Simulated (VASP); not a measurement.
Consider the following.

```
CELL_PARAMETERS angstrom
      0.00000     3.01000     3.01000
      3.01000     0.00000     3.01000
      3.01000     3.01000     0.00000
ATOMIC_POSITIONS crystal
  Li 0.00000 0.00000 0.00000
  I  0.50000 0.50000 0.50000
```

The numbers are results of PBE GGA, VASP's PBE PAW potentials (set 64) (plane waves; VASP), not measurements. Settings: 520 eV cut-off, Gaussian smearing of 0.050 eV, potentials Li_sv I.

Unless said otherwise, spin-orbit coupling is left out, though it shifts the bands of the heavy elements here.

Task: Give the energies of bands 3 to 8 at the high-symmetry points, in eV from the valence-band maximum.

Result: 
```json
[
 {"band": "3", "Γ": "-0.01", "X": "-2.88", "U": "-2.51", "L": "-2.96", "W": "-2.18"},
 {"band": "4", "Γ": "-0.01", "X": "-1.20", "U": "-1.94", "L": "-0.28", "W": "-2.18"},
 {"band": "5", "Γ": "-0.01", "X": "-1.20", "U": "-0.92", "L": "-0.28", "W": "-1.27"},
 {"band": "6", "Γ": "4.25", "X": "4.36", "U": "4.87", "L": "4.58", "W": "6.08"},
 {"band": "7", "Γ": "8.27", "X": "5.44", "U": "7.07", "L": "6.20", "W": "6.75"},
 {"band": "8", "Γ": "8.27", "X": "10.39", "U": "8.31", "L": "6.20", "W": "7.93"}
]
```

The gap is indirect, 4.25 eV, from the valence maximum at K-Γ at 0.79 to the conduction minimum at Γ.

Measured: gap 6.40 eV (computed value off by -2.15 eV), as given by Aguado et al., (1998), arXiv:cond-mat/9809176.

The compound is LiI in the rock salt structure. The cell was not relaxed at this level.
